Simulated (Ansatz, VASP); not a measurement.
**One calculation of FeSi (series), two programs**

Contents of INCAR:

```
PREC = Accurate ; ENCUT = 520
EDIFF = 1E-6 ; ISMEAR = 0
SIGMA = 0.01 ; LREAL = F
LASPH = T ; NELM = 80
ALGO = Normal ; ISIF = 2
LWAVE = F ; LCHARG = T
GGA = PE ; LELF = T
LVHAR = T ; NBANDS = 34
```

The input KPOINTS:

```
regular mesh
0
Gamma
  6 6 6
```

The input POSCAR:

```
FeSi
1.0
    4.5507000000      0.0000000000      0.0000000000
    0.0000000000      4.5507000000      0.0000000000
    0.0000000000      0.0000000000      4.5507000000
Fe Si
4 4
Direct
    0.1365200000      0.1365200000      0.1365200000
    0.3634800000      0.8634800000      0.6365200000
    0.6365200000      0.3634800000      0.8634800000
    0.8634800000      0.6365200000      0.3634800000
    0.8424000000      0.8424000000      0.8424000000
    0.6576000000      0.1576000000      0.3424000000
    0.3424000000      0.6576000000      0.1576000000
    0.1576000000      0.3424000000      0.6576000000
```

Input for Ansatz:

```yaml
crystal:
  lattice:
    - [4.5507, 0.0, 0.0]
    - [0.0, 4.5507, 0.0]
    - [0.0, 0.0, 4.5507]
  atoms:
    - { symbol: Fe, position: [0.13652, 0.13652, 0.13652] }
    - { symbol: Fe, position: [0.36348, 0.86348, 0.63652] }
    - { symbol: Fe, position: [0.63652, 0.36348, 0.86348] }
    - { symbol: Fe, position: [0.86348, 0.63652, 0.36348] }
    - { symbol: Si, position: [0.8424, 0.8424, 0.8424] }
    - { symbol: Si, position: [0.6576, 0.1576, 0.3424] }
    - { symbol: Si, position: [0.3424, 0.6576, 0.1576] }
    - { symbol: Si, position: [0.1576, 0.3424, 0.6576] }
basis:
  ecutwfc: 800
kpoints:
  mp_grid: { grid: [6, 6, 6] }
hamiltonian:
  xc: pbe
  pseudopotentials: { kind: paw }
scf:
  occupations: { method: gaussian, width: 0.01 }
output:
  forces: true
  stress: true
  eigenvalues: true
```

Alike in both runs: task single point; functional PBE; k mesh 6 × 6 × 6; occupations gaussian, width 0.01 eV; no spin polarisation.

|  | VASP | Ansatz |
| --- | --- | --- |
| version | VASP 6.6.1 | Ansatz 0.2.0 |
| potentials or method | VASP PAW PBE potentials, release 64 (Fe, Si) | scalar-relativistic, plane waves, PAW |
| plane-wave cutoff (eV) | 520 | 800 |
| valence electrons in the cell | 48 | 80 |

VASP gave:

- gap on the k mesh at the Fermi level (eV): 0.14
- least direct gap on the mesh (eV): 0.15
- pressure (GPa): -13.7
- rms of the force components (eV/Å): 0.151

Question: Estimate Ansatz's values.

Answer: gap on the k mesh at the Fermi level (eV): 0.15; least direct gap on the mesh (eV): 0.15; pressure (GPa): -13.8; rms of the force components (eV/Å): 0.159.

Atom by atom the forces differ by 0.012 eV/Å (rms over components). The functional is the same, so the differences come from potentials, cutoffs and numerics. The two sets of potentials don't hold the same shells in valence.

Spin polarisation is off, so any magnetic state and its effect on volume and gap are missing.
